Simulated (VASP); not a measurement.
# CaSe (Fm-3m) in VASP: further runs, part 2 of 2

VASP 6.6.1. Earlier steps stand in the parts before.

### Step 5. Single point, r2SCAN

This run uses another cell than the first one, of 25.31 Å³/atom, 0.980 times its volume.

POSCAR

```
CaSe
1.0
    0.0000000000      2.9361604760      2.9361604760
    2.9361604760      0.0000000000      2.9361604760
    2.9361604760      2.9361604760      0.0000000000
Se Ca
1 1
Direct
    0.5000000000      0.5000000000      0.5000000000
    0.0000000000      0.0000000000      0.0000000000
```

INCAR.step1

```
  ALGO = Normal
  EDIFF = 1E-4
  ENCUT = 520
  GGA = PE
  ISMEAR = -1
  LASPH = True
  LCHARG = False
  LREAL = False
  LWAVE = True
  NBANDS = 15
  NELM = 80
  PREC = Accurate
  SIGMA = 0.05
```

INCAR.step2

```
  ALGO = Normal
  EDIFF = 1E-6
  ENCUT = 520
  ISIF = 2
  ISMEAR = -1
  ISTART = 1
  LASPH = True
  LCHARG = False
  LMIXTAU = True
  LREAL = False
  LWAVE = False
  METAGGA = R2SCAN
  NBANDS = 15
  NELM = 80
  PREC = Accurate
  SIGMA = 0.05
```

KPOINTS

```
k-points
0
Gamma
  8 8 8
```

Potentials or basis: VASP PAW PBE potentials, release 64 (Se, Ca_sv).

Started as:

```
$ cat potpaw_PBE.64/Se/POTCAR potpaw_PBE.64/Ca_sv/POTCAR > POTCAR
$ cp INCAR.step1 INCAR
$ mpirun -np 1 vasp_std > vasp.out
$ cp INCAR.step2 INCAR
$ mpirun -np 1 vasp_std > vasp.out
```

OUTCAR:

```text
EDIFF = 1E-6
   ENCUT = 520
   ISIF = 2
   ISMEAR = -1
   ISTART = 1
   LASPH = True
   LREAL = False
   METAGGA = R2SCAN
   NELM = 80
   PREC = Accurate

 ion  position               nearest neighbor table
   1  0.500  0.500  0.500-   2 2.94   2 2.94   2 2.94   2 2.94   2 2.94   2 2.94
   2  0.000  0.000  0.000-   1 2.94   1 2.94   1 2.94   1 2.94   1 2.94   1 2.94

  LATTYP: Found a face centered cubic cell.
 ALAT       =     5.8723209520

  Lattice vectors:

 A1 = (   0.0000000000,   2.9361604760,   2.9361604760)
 A2 = (   2.9361604760,   0.0000000000,   2.9361604760)
 A3 = (   2.9361604760,   2.9361604760,   0.0000000000)

Analysis of symmetry for initial positions (statically):
=====================================================================
 Subroutine PRICEL returns:
 Original cell was already a primitive cell.

 Routine SETGRP: Setting up the symmetry group for a
 face centered cubic supercell.

 Subroutine GETGRP returns: Found 48 space group operations
 (whereof 48 operations were pure point group operations)
 out of a pool of 48 trial point group operations.

The static configuration has the point symmetry O_h .

Analysis of symmetry for dynamics (positions and initial velocities):
[... 168 lines left out ...]
      2     -19.0074      2.00000
      3     -19.0074      2.00000
      4     -19.0074      2.00000
      5      -9.9371      2.00000
      6       2.3365      2.00000
      7       2.3365      2.00000
      8       2.3365      2.00000
      9       6.5541      0.00000
     10       6.5541      0.00000
     11       6.5541      0.00000
     12       6.6049      0.00000
     13       7.1735      0.00000
     14       7.1735      0.00000
[... 401 lines left out ...]
      2     -19.1120      2.00000
      3     -19.0429      2.00000
      4     -19.0254      2.00000
      5      -9.1884      2.00000
      6      -0.5601      2.00000
      7       0.6617      2.00000
      8       1.0571      2.00000
      9       7.4069      0.00000
     10       7.7065      0.00000
     11       8.7421      0.00000
     12       9.0806      0.00000
     13       9.4052      0.00000
     14      10.3112      0.00000
     15      11.8594      0.00000

 [... further k-points ...]
[... 5 lines left out ...]
  --------------------------------------------------------------------------------------
  -------------------------------------------------------------------------------------
  Total        0.6422707      0.6422707      0.6422707      0.0000000      0.0000000     -0.0000000
  in kB       20.3263481     20.3263481     20.3263481      0.0000000      0.0000000     -0.0000000
  external PRESSURE =      20.3263481 kB  Pullay stress =       0.0000000 kB

 VOLUME and BASIS-vectors are now :
 -----------------------------------------------------------------------------
  energy-cutoff  :      520.00
  volume of cell :       50.63
      direct lattice vectors                 reciprocal lattice vectors
     0.000000000  2.936160476  2.936160476    -0.170290420  0.170290420  0.170290420
     2.936160476  0.000000000  2.936160476     0.170290420 -0.170290420  0.170290420
     2.936160476  2.936160476  0.000000000     0.170290420  0.170290420 -0.170290420

 POSITION                                       TOTAL-FORCE (eV/Angst)
 -----------------------------------------------------------------------------------
      2.93616      2.93616      2.93616        -0.000000      0.000000      0.000000
      0.00000      0.00000      0.00000         0.000000     -0.000000     -0.000000
 -----------------------------------------------------------------------------------
    total drift:                                0.000000     -0.000000     -0.000000

  FREE ENERGIE OF THE ION-ELECTRON SYSTEM (eV)
  ---------------------------------------------------
  free  energy   TOTEN  =       -25.9674079266 eV

  energy  without entropy=      -25.9674079266  energy(sigma->0) =      -25.96740793
```

OUTCAR.step1:

```text
EDIFF = 1E-4
   ENCUT = 520
   GGA = PE
   ISMEAR = -1
   LASPH = True
[... 652 lines left out ...]
      2.93616      2.93616      2.93616         0.000000     -0.000000     -0.000000
      0.00000      0.00000      0.00000        -0.000000      0.000000      0.000000
 -----------------------------------------------------------------------------------
    total drift:                                0.000000     -0.000000     -0.000000

  FREE ENERGIE OF THE ION-ELECTRON SYSTEM (eV)
  ---------------------------------------------------
  free  energy   TOTEN  =        -9.4674288576 eV

  energy  without entropy=       -9.4674288575  energy(sigma->0) =       -9.46742886
```

OSZICAR.step1:

```text
N       E                     dE             d eps       ncg     rms          rms(c)
DAV:   1     0.106713237197E+03    0.10671E+03   -0.74601E+03   870   0.985E+02
DAV:   2    -0.510005123397E+01   -0.11181E+03   -0.10658E+03  1094   0.246E+02
DAV:   3    -0.939143574413E+01   -0.42914E+01   -0.42542E+01  1129   0.463E+01
DAV:   4    -0.960487030279E+01   -0.21343E+00   -0.21331E+00  1250   0.854E+00
DAV:   5    -0.960618520934E+01   -0.13149E-02   -0.13149E-02  1150   0.774E-01    0.424E+00
DAV:   6    -0.947256176000E+01    0.13362E+00   -0.17217E-01  1038   0.222E+00    0.253E+00
DAV:   7    -0.946377484384E+01    0.87869E-02   -0.95800E-02  1120   0.199E+00    0.798E-01
DAV:   8    -0.946734417817E+01   -0.35693E-02   -0.11083E-02   926   0.808E-01    0.116E-01
DAV:   9    -0.946742885762E+01   -0.84679E-04   -0.58635E-04  1117   0.252E-01
   1 F= -.94674289E+01 E0= -.94674289E+01  d E =-.858176E-10
```

It took 36 s on 1 thread of Intel Xeon 6975P-C (Granite Rapids), shared host; peak memory 0.19 GiB.

What came out:

| Item | Value |
| --- | --- |
| Free energy | -25.9674 eV |
| Pressure | 2.0 GPa |
| Band gap on the k mesh | 2.44 eV, indirect (least direct gap 3.41 eV) |

Levels at points of the mesh, in eV from the valence-band top:
| k point | band 5 | band 6 | band 7 | band 8 | band 9 | band 10 | band 11 | band 12 |
| --- | --- | --- | --- | --- | --- | --- | --- | --- |
| (0.00, 0.00, 0.00) | -12.27 | 0.00 | 0.00 | 0.00 | 4.22 | 4.22 | 4.22 | 4.27 |
| (0.50, 0.00, 0.00) | -11.51 | -3.36 | -1.24 | -1.24 | 5.16 | 6.16 | 6.17 | 6.17 |
| (0.50, 0.50, 0.00) | -11.64 | -2.60 | -0.97 | -0.97 | 2.44 | 5.65 | 5.91 | 6.73 |

Caveat: the PAW data sets were made with another functional, which shifts forces and pressure a little.

### Step 6. Single point, r2SCAN

POSCAR

```
CaSe
1.0
    0.0000000000      2.9560000000      2.9560000000
    2.9560000000      0.0000000000      2.9560000000
    2.9560000000      2.9560000000      0.0000000000
Se Ca
1 1
Direct
    0.5000000000      0.5000000000      0.5000000000
    0.0000000000      0.0000000000      0.0000000000
```

INCAR.step1

```
PREC = Accurate ; ENCUT = 520
ISMEAR = -1 ; SIGMA = 0.05
LREAL = F ; LASPH = T
NELM = 60 ; NBANDS = 15
GGA = PE ; ALGO = Normal
EDIFF = 1E-4 ; LWAVE = T
LCHARG = F
```

INCAR.step2

```
PREC = Accurate ; ENCUT = 520
EDIFF = 1E-6 ; ISMEAR = -1
SIGMA = 0.05 ; LREAL = F
LASPH = T ; NELM = 60
ALGO = Normal ; ISIF = 2
LWAVE = F ; LCHARG = F
METAGGA = R2SCAN ; LMIXTAU = T
NBANDS = 15 ; ISTART = 1
```

KPOINTS

```
Automatic mesh
0
Gamma
  8 8 8
```

Potentials or basis: VASP PAW PBE potentials, release 64 (Se, Ca_sv).

Started as:

```
$ cat potpaw_PBE.64/Se/POTCAR potpaw_PBE.64/Ca_sv/POTCAR > POTCAR
$ cp INCAR.step1 INCAR
$ mpirun -np 1 vasp_std > vasp.out
$ cp INCAR.step2 INCAR
$ mpirun -np 1 vasp_std > vasp.out
```

It took 30 s on 1 thread of Intel Xeon 6975P-C (Granite Rapids), shared host; peak memory 0.19 GiB.

Results (log left out):

```yaml
Free_energy: -25.9769 eV
Pressure: 0.9 GPa
Band_gap_on_the_k_mesh: 2.49 eV, indirect (least direct gap 3.44 eV)
```

Levels at points of the mesh, in eV from the valence-band top:
```csv
k point,band 6,band 7,band 8,band 9,band 10,band 11
"(0.00, 0.00, 0.00)",0.00,0.00,0.00,4.15,4.23,4.23
"(0.50, 0.00, 0.00)",-3.28,-1.19,-1.19,5.12,6.10,6.12
"(0.50, 0.50, 0.00)",-2.55,-0.95,-0.95,2.49,5.62,5.82
```

Caveat: the PAW data sets were made with another functional, which shifts forces and pressure a little.

### Step 7. The runs side by side

| level | cell | smearing | gap on the mesh (eV) | pressure (GPa) |
| --- | --- | --- | --- | --- |
| PBE | a = 4.180 Å, angles 60.0°, 2 atoms | gaussian 0.1 eV | 2.02 | 1.3 |
| r2SCAN | a = 4.095 Å, angles 60.0°, 2 atoms | fermi-dirac 0.05 eV | 2.33 | 4.8 |
| r2SCAN | a = 4.124 Å, angles 60.0°, 2 atoms | fermi-dirac 0.05 eV | 2.38 | 3.3 |
| r2SCAN | a = 4.152 Å, angles 60.0°, 2 atoms | fermi-dirac 0.05 eV | 2.44 | 2.0 |
| r2SCAN | a = 4.180 Å, angles 60.0°, 2 atoms | fermi-dirac 0.05 eV | 2.49 | 0.9 |

Alike in all rows: task single point; potentials or basis VASP PAW PBE potentials, release 64 (Se, Ca_sv); no spin polarisation; k mesh 8 × 8 × 8; cutoff (eV) 520.

Caveats: the PAW data sets were made with another functional, which shifts forces and pressure a little (some runs).

Total energies depend on the potentials used, so only differences within one code and one set of settings carry meaning.

### Step 8. Against experiment

Step 2. Against the measured gap of CaSe, 3.85 eV (indirect; 2 K; a printed reference work, monograph, original work of 1988), the calculated 2.02 eV is off by -1.83 eV. Spin-orbit coupling on Se is left out. The value is that of PBE on a finite k mesh, which can miss the band edges, without temperature or zero-point motion. Semilocal functionals fall short of measured gaps as a rule.

Step 5. A measured gap of CaSe is 3.85 eV (indirect; 2 K; a printed reference work, monograph, original work of 1988); the calculated 2.44 eV misses it by -1.41 eV. Spin-orbit coupling on Se is left out. The value is that of r2SCAN on a finite k mesh, which can miss the band edges, without temperature or zero-point motion.

Step 6. Measured gap of CaSe: 3.85 eV (indirect; 2 K; a printed reference work, monograph, original work of 1988). This calculation gives 2.49 eV (-1.36 eV). Spin-orbit coupling on Se is left out. The value is that of r2SCAN on a finite k mesh, which can miss the band edges, without temperature or zero-point motion.
